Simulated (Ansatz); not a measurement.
## In: equation of state with PBE0

In:

```
In
1.0
    -1.62547    1.62547    2.47370
     1.62547   -1.62547    2.47370
     1.62547    1.62547   -2.47370
In
1
Direct
  0.00000 0.00000 0.00000
```

```yaml
Program: Ansatz 0.2.0
Task: equation of state
Functional: PBE0
Potentials_or_basis: Ansatz PAW
Cutoff: 420 eV
Density_cutoff: 1680 eV
k_mesh: 8 × 8 × 8
Occupations: fermi-dirac, width 0.05 eV
Spin: no spin polarisation
```

- Equilibrium volume: 26.44 Å³/atom
- Bulk modulus at fixed shape and positions: 43 GPa
- Pressure derivative of the bulk modulus: 5.0

Energy against volume, from the lowest point:
```csv
volume (Å³/atom),energy (meV/atom)
24.575,20.03
25.098,9.82
25.621,3.34
26.144,0.19
26.666,0.00
27.189,2.44
27.712,7.20
```

All runs of the series together: 3.9 min on 2 threads of AMD EPYC 7R13 Processor (Zen 3) (shared host).

Caveat: the cell was scaled at fixed shape and fractional positions, which overstates the stiffness of a crystal with free parameters, most of all of layers and chains; the PAW data sets were made with another functional, which shifts forces and pressure a little.
